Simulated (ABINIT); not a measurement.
# Completion of the band sum in GW: LiBr (Fm-3m)

Wanted: gap and time of LiBr (Fm-3m) with truncated and completed band sums.

Method: PBE and many-body steps on it, plane waves, in ABINIT 10.8.3.

## 1. Set-up

It takes space group Fm-3m (No. 225, cubic). Conventional cell: a = 5.501 Å, b = 5.501 Å, c = 5.501 Å, α = 90.00°, β = 90.00°, γ = 90.00°. Nearest to Li lie 6 Br at 2.75 Å. Nearest to Br lie 6 Li at 2.75 Å. Farther neighbours and most contacts between anions are not listed.

The cell and positions come from the Crystallography Open Database and are kept as given unless a step says otherwise.

## 2. Empty states on the mesh, 6×6×6 mesh, 264 bands

This step: ABINIT 10.8.3; DFT, PBE, plane waves, norm-conserving pseudopotentials.

The sums over transitions need many empty states on a uniform mesh; this step solves for them.

Contents of run.abi:

```
acell 3*1.0 Angstrom
rprim 
  0.000000000000 2.750650000000 2.750650000000
  2.750650000000 0.000000000000 2.750650000000
  2.750650000000 2.750650000000 0.000000000000
ntypat 2
znucl 3 35
natom 2
typat 1 2
xred 
  0.000000000000 0.000000000000 0.000000000000
  0.500000000000 0.500000000000 0.500000000000
pp_dirpath "pseudos"
pseudos "Li.upf, Br.upf"
ecut 33
ngkpt 6 6 6
nshiftk 1
shiftk 0 0 0
kptopt 1
chksymbreak 0
irdden 1
istwfk *1
nband 264
prtvol 0
optdriver 6
gwr_task "HDIAGO"
paral_kgb 0
occopt 1
indata_prefix "in"
outdata_prefix "out"
tmpdata_prefix "tmp"
```

Launch:

```sh
$ OMP_NUM_THREADS=1 mpirun -n 8 abinit run.abi > log
```

Log:

```text
.Version 10.8.3 of ABINIT. v10.8.2 released Aug 2026.

 Symmetries : space group Fm -3 m (#225); Bravais cF (face-center cubic)
[... echo of the input left out ...]
== DATASET  1 ==================================================================
-   mpi_nproc: 8, omp_nthreads: 1 (-1 if OMP is not activated)

--- !DatasetInfo
iteration_state: {dtset: 1, }
dimensions: {natom: 2, nkpt: 16, mband: 264, nsppol: 1, nspinor: 1, nspden: 1, mpw: 2637, }
cutoff_energies: {ecut:  33.0, pawecutdg:  -1.0, }
[...]
Direct band gap semiconductor
 Fundamental gap:     4.938 (eV)
   VBM:     0.621 (eV) at k: [ 0.0000E+00,  0.0000E+00,  0.0000E+00]
   CBM:     5.559 (eV) at k: [ 0.0000E+00,  0.0000E+00,  0.0000E+00]
 Direct gap:         4.938 (eV) at k: [ 0.0000E+00,  0.0000E+00,  0.0000E+00]

== END DATASET(S) ==============================================================
================================================================================

 -outvars: echo values of variables after computation  --------
           etotal      0.0000000000E+00
            nband         264
             nkpt          16
          spgroup         225
 [... the other variables as echoed above ...]

 Calculation completed.
```

Wall time 22 s (8 MPI ranks of Intel Xeon Platinum 8488C (Sapphire Rapids), shared host); peak memory 3.4 GiB.

Numbers from this step:

```
gap                                                           : 4.938 eV
k of the valence top                                          : 0, 0, 0
k of the conduction bottom                                    : 0, 0, 0
least direct gap                                              : 4.938 eV
k points computed                                             : 16
lowest point of the top converged band, above the valence top : 174.8862 eV
```

On this mesh the gap is 4.938 eV.

The density comes from a self-consistent run that is not shown.

## 3. Screening, 6×6×6 mesh, 256 bands, screening to 266.7 eV

The RPA dielectric matrix is built and inverted for each q.

This step: RPA screening on PBE, plane waves, norm-conserving pseudopotentials.

Edit run.abi of step 2 so:

```diff
@@ -20,10 +20,11 @@
 chksymbreak 0
-irdden 1
 istwfk *1
-nband 264
-prtvol 0
-optdriver 6
-gwr_task "HDIAGO"
-paral_kgb 0
 occopt 1
+irdwfk 1
+optdriver 3
+nband 256
+ecuteps 9.8
+inclvkb 2
+awtr 1
+symchi 1
 indata_prefix "in"
```

Log:

```text
.Version 10.8.3 of ABINIT. v10.8.2 released Aug 2026.

 Symmetries : space group Fm -3 m (#225); Bravais cF (face-center cubic)
[... echo of the input left out ...]
== DATASET  1 ==================================================================
-   mpi_nproc: 8, omp_nthreads: 1 (-1 if OMP is not activated)

--- !DatasetInfo
iteration_state: {dtset: 1, }
dimensions: {natom: 2, nkpt: 16, mband: 256, nsppol: 1, nspinor: 1, nspden: 1, mpw: 2637, }
cutoff_energies: {ecut:  33.0, pawecutdg:  -1.0, }
electrons: {nelect:   1.00000000E+01, charge:   0.00000000E+00, occopt:   1.00000000E+00, tsmear:   1.00000000E-02, }

 SCREENING: Calculation of the susceptibility and dielectric matrices

 Based on a program developped by R.W. Godby, V. Olevano, G. Onida, and L. Reining.
 Incorporated in ABINIT by V. Olevano, G.-M. Rignanese, and M. Torrent.
.Using double precision arithmetic ; gwpc =  8

[... cell and pseudopotentials left out ...]
--------------------------------------------------------------------------------

 ==== K-mesh for the wavefunctions ====
 Number of points in the irreducible wedge :    16
[... list of points left out ...]
 Together with 48 symmetry operations and time-reversal symmetry
 yields   216 points in the full Brillouin Zone.

 ==== Q-mesh for the screening function ====
 Number of points in the irreducible wedge :    16
[... list of points left out ...]
 Together with 48 symmetry operations and time-reversal symmetry
 yields   216 points in the full Brillouin Zone.

 setmesh: FFT mesh size selected  =    30x   30x   30
          total number of points  =        27000

 vcoul_init : cutoff-mode = AUXILIARY_FUNCTION
 q-points for optical limit:   1
     1)      0.000010    0.000020    0.000030

- screening: taking advantage of time-reversal symmetry
- Maximum band index for partially occupied states nbvw = 5
- Remaining bands to be divided among processors   nbcw = 251
- Number of bands treated by each node ~31

 Number of electrons calculated from density =   10.0000; Expected =   10.0000
 average of density, n =  0.035601
 r_s =    1.8857
 omega_plasma =   18.2008 [eV]

 calculating chi0 at frequencies [eV] :
  1    0.000000E+00    0.000000E+00
  2    0.000000E+00    1.820075E+01

--------------------------------------------------------------------------------
  q-point number  1        q = ( 0.000000, 0.000000, 0.000000) [r.l.u.]
--------------------------------------------------------------------------------
[... chi0 elements left out ...]
 For q-point:  0.000010 0.000020 0.000030
  dielectric constant =   3.1700
  dielectric constant without local fields =   3.7701

  Average fulfillment of the sum rule on Im[epsilon] for q-point    1 :     96.89  [%]
[... wings left out ...]
  q-point number  2        q = ( 0.166667, 0.000000, 0.000000) [r.l.u.]
--------------------------------------------------------------------------------
[... chi0 elements left out ...]
  Average fulfillment of the sum rule on Im[epsilon] for q-point    2 :    101.63  [%]

 [... 14 further q-points ...]
```

Run time: 2.2 min. Hardware: 8 MPI ranks; peak memory 3.4 GiB; 17 min of CPU time.

Numbers from this step:

```yaml
eps_infinity_with_local_fields_on_this_mesh_along_the_program_s_q_direction: 3.17
the_same_without_local_fields: 3.770
plasma_frequency: 18.20 eV
plane_waves_in_the_screening_matrix: 411
```

Local fields lower ε∞ by 16 %.

## 4. 256 bands

The self-energy is evaluated for the states that the input lists, and the levels follow from it, in one-shot runs by the linearised quasiparticle equation.

This step: G0W0 on PBE, plane waves, norm-conserving pseudopotentials.

Edit run.abi of step 3 so:

```diff
@@ -23,8 +23,15 @@
 irdwfk 1
-optdriver 3
+optdriver 4
 nband 256
+gwcalctyp 0
+ecutsigx 33
+symsigma 1
+nkptgw 1
+kptgw 
+  0.0000000000 0.0000000000 0.0000000000
+bdgw 
+  3 9
 ecuteps 9.8
-inclvkb 2
-awtr 1
-symchi 1
+irdscr 1
+ppmodel 1
 indata_prefix "in"
```

Log:

```text
.Version 10.8.3 of ABINIT. v10.8.2 released Aug 2026.

 Symmetries : space group Fm -3 m (#225); Bravais cF (face-center cubic)
[... echo of the input left out ...]
== DATASET  1 ==================================================================
-   mpi_nproc: 8, omp_nthreads: 1 (-1 if OMP is not activated)

--- !DatasetInfo
iteration_state: {dtset: 1, }
dimensions: {natom: 2, nkpt: 16, mband: 256, nsppol: 1, nspinor: 1, nspden: 1, mpw: 2637, }
cutoff_energies: {ecut:  33.0, pawecutdg:  -1.0, }
electrons: {nelect:   1.00000000E+01, charge:   0.00000000E+00, occopt:   1.00000000E+00, tsmear:   1.00000000E-02, }

 SIGMA: Calculation of the GW corrections

 Based on a program developped by R.W. Godby, V. Olevano, G. Onida, and L. Reining.
 Incorporated in ABINIT by V. Olevano, G.-M. Rignanese, and M. Torrent.
.Using double precision arithmetic ; gwpc =  8

[... cell and pseudopotentials left out ...]
--------------------------------------------------------------------------------

 ==== K-mesh for the wavefunctions ====
 Number of points in the irreducible wedge :    16
[... list of points left out ...]
 Together with 48 symmetry operations and time-reversal symmetry
 yields   216 points in the full Brillouin Zone.

 ==== Q-mesh for screening function ====
 Number of points in the irreducible wedge :    16
[... list of points left out ...]
 Together with 48 symmetry operations and time-reversal symmetry
 yields   216 points in the full Brillouin Zone.

 vcoul_init : cutoff-mode = AUXILIARY_FUNCTION
 q-points for optical limit:   1
     1)      0.000010    0.000020    0.000030
 setmesh: FFT mesh size selected  =    40x   40x   40
          total number of points  =        64000

 Number of electrons calculated from density =   10.0000; Expected =   10.0000
 average of density, n =  0.035601
 r_s =    1.8857
 omega_plasma =   18.2008 [eV]

 === KS Band Gaps ===
  >>>> For spin  1
   Minimum direct gap =   4.9381 [eV], located at k-point      :   0.0000  0.0000  0.0000
   Fundamental gap    =   4.9381 [eV], Top of valence bands at :   0.0000  0.0000  0.0000
                                       Bottom of conduction at :   0.0000  0.0000  0.0000
 SIGMA fundamental parameters:
 PLASMON POLE MODEL  1
 number of plane-waves for SigmaX                 2637
 number of plane-waves for SigmaC and W            411
 number of plane-waves for wavefunctions          2637
 number of bands                                   256
 number of independent spin polarizations            1
 number of spinorial components                      1
 number of k-points in IBZ                          16
 number of q-points in IBZ                          16
 number of symmetry operations                      48
 number of k-points in BZ                          216
 number of q-points in BZ                          216
 number of frequencies for dSigma/dE                 9
 frequency step for dSigma/dE [eV]                0.25
 number of omega for Sigma on real axis              0
 max omega for Sigma on real axis  [eV]           0.00
 zcut for avoiding poles [eV]                     0.10

 EPSILON^-1 parameters (SCR file):
 dimension of the eps^-1 matrix on file            411
 dimension of the eps^-1 matrix used               411
 number of plane-waves for wavefunctions          2637
 number of bands                                   256
 number of q-points in IBZ                          16
 number of frequencies                               2
 number of real frequencies                          1
 number of imag frequencies                          1

 matrix elements of self-energy operator (all in [eV])

 Perturbative Calculation

--- !SelfEnergy_ee
iteration_state: {dtset: 1, }
kpoint     : [   0.000,    0.000,    0.000, ]
spin       : 1
KS_gap     :    4.938
QP_gap     :    7.142
Delta_QP_KS:    2.204
data: !SigmaeeData |
     Band     E0 <VxcDFT>   SigX SigC(E0)      Z dSigC/dE  Sig(E)    E-E0       E
        3   0.621 -13.197 -16.770   1.551   0.804  -0.243 -14.823  -1.626  -1.005
        4   0.621 -13.197 -16.770   1.551   0.804  -0.243 -14.823  -1.626  -1.005
        5   0.621 -13.197 -16.770   1.551   0.804  -0.243 -14.823  -1.626  -1.005
        6   5.559  -8.505  -4.368  -3.450   0.840  -0.190  -7.927   0.577   6.136
        7  11.140  -8.415  -3.746  -3.769   0.833  -0.201  -7.665   0.750  11.890
        8  11.140  -8.415  -3.746  -3.769   0.833  -0.201  -7.665   0.750  11.890
        9  11.140  -8.415  -3.746  -3.769   0.833  -0.201  -7.665   0.750  11.890

== END DATASET(S) ==============================================================
================================================================================

 -outvars: echo values of variables after computation  --------
           etotal      0.0000000000E+00
            nband         256
             nkpt          16
          spgroup         225
 [... the other variables as echoed above ...]

 Calculation completed.
```

Elapsed: 25 s, on 8 MPI ranks; peak memory 4 GiB; 3.3 min of CPU time.

This step gave:

* G0W0 gap on the points computed: 7.141 eV
* starting gap on the mesh: 4.938 eV
* k of the valence top: 0, 0, 0
* k of the conduction bottom: 0, 0, 0
* Z at the valence top: 0.804
* Z at the conduction bottom: 0.84
* least direct G0W0 gap on the computed points: 7.141 eV

The gap on the mesh goes from 4.94 eV to 7.14 eV, a correction of +2.20 eV.

## 5. Screening, 6×6×6 mesh, 27 bands, screening to 266.7 eV

This step: RPA screening on PBE, plane waves, norm-conserving pseudopotentials.

Edit run.abi of step 4 so:

```diff
@@ -23,15 +23,8 @@
 irdwfk 1
-optdriver 4
-nband 256
-gwcalctyp 0
-ecutsigx 33
-symsigma 1
-nkptgw 1
-kptgw 
-  0.0000000000 0.0000000000 0.0000000000
-bdgw 
-  3 9
+optdriver 3
+nband 27
 ecuteps 9.8
-irdscr 1
-ppmodel 1
+inclvkb 2
+awtr 1
+symchi 1
 indata_prefix "in"
```

Log:

```text
.Version 10.8.3 of ABINIT. v10.8.2 released Aug 2026.

 Symmetries : space group Fm -3 m (#225); Bravais cF (face-center cubic)
[... echo of the input left out ...]
== DATASET  1 ==================================================================
-   mpi_nproc: 8, omp_nthreads: 1 (-1 if OMP is not activated)

--- !DatasetInfo
iteration_state: {dtset: 1, }
dimensions: {natom: 2, nkpt: 16, mband: 27, nsppol: 1, nspinor: 1, nspden: 1, mpw: 2637, }
cutoff_energies: {ecut:  33.0, pawecutdg:  -1.0, }
electrons: {nelect:   1.00000000E+01, charge:   0.00000000E+00, occopt:   1.00000000E+00, tsmear:   1.00000000E-02, }

 SCREENING: Calculation of the susceptibility and dielectric matrices

 Based on a program developped by R.W. Godby, V. Olevano, G. Onida, and L. Reining.
 Incorporated in ABINIT by V. Olevano, G.-M. Rignanese, and M. Torrent.
.Using double precision arithmetic ; gwpc =  8

[... cell and pseudopotentials left out ...]
--------------------------------------------------------------------------------

 ==== K-mesh for the wavefunctions ====
 Number of points in the irreducible wedge :    16
[... list of points left out ...]
 Together with 48 symmetry operations and time-reversal symmetry
 yields   216 points in the full Brillouin Zone.

 ==== Q-mesh for the screening function ====
 Number of points in the irreducible wedge :    16
[... list of points left out ...]
 Together with 48 symmetry operations and time-reversal symmetry
 yields   216 points in the full Brillouin Zone.

 setmesh: FFT mesh size selected  =    30x   30x   30
          total number of points  =        27000

 vcoul_init : cutoff-mode = AUXILIARY_FUNCTION
 q-points for optical limit:   1
     1)      0.000010    0.000020    0.000030

- screening: taking advantage of time-reversal symmetry
- Maximum band index for partially occupied states nbvw = 5
- Remaining bands to be divided among processors   nbcw = 22
- Number of bands treated by each node ~2

 Number of electrons calculated from density =   10.0000; Expected =   10.0000
 average of density, n =  0.035601
 r_s =    1.8857
 omega_plasma =   18.2008 [eV]

 calculating chi0 at frequencies [eV] :
  1    0.000000E+00    0.000000E+00
  2    0.000000E+00    1.820075E+01

--------------------------------------------------------------------------------
  q-point number  1        q = ( 0.000000, 0.000000, 0.000000) [r.l.u.]
--------------------------------------------------------------------------------
[... chi0 elements left out ...]
 For q-point:  0.000010 0.000020 0.000030
  dielectric constant =   3.1625
  dielectric constant without local fields =   3.7632

  Average fulfillment of the sum rule on Im[epsilon] for q-point    1 :     51.12  [%]
[... wings left out ...]
  q-point number  2        q = ( 0.166667, 0.000000, 0.000000) [r.l.u.]
--------------------------------------------------------------------------------
[... chi0 elements left out ...]
  Average fulfillment of the sum rule on Im[epsilon] for q-point    2 :     81.50  [%]

 [... 14 further q-points ...]
```

Elapsed: 16 s, on 8 MPI ranks; peak memory 1.4 GiB.

This step gave:

```yaml
eps_infinity_with_local_fields_on_this_mesh_along_the_program_s_q_direction: 3.163
the_same_without_local_fields: 3.763
plasma_frequency: 18.20 eV
plane_waves_in_the_screening_matrix: 411
```

[end of part 1 of 2]

[Paths, hosts, dates, memory and timing lines, banners, echoed tables and standing remarks are left out of the program output.]

[Logs are printed without paths, hosts, clocks, repeated set-up lines and the standing remarks that a program may print on its own settings, such as how far it seeks lower states.]

[Runs of the session that timed out or met a known fault of the program may be left out.]

[Hosts, paths, dates, database ids (printed as entryN), source tags and the programs' standing remarks are cut or masked in the printed files.]

[G0W0 gaps are taken among the corrected bands and points alone; a level outside them can change the order at an edge.]

[Where Ansatz stands beside ABINIT at settings called matched, ABINIT's density can come from a denser mesh and the files from another edition; pairs whose starting gaps differed by over 0.03 eV were left out, so agreement reads better than it is.]
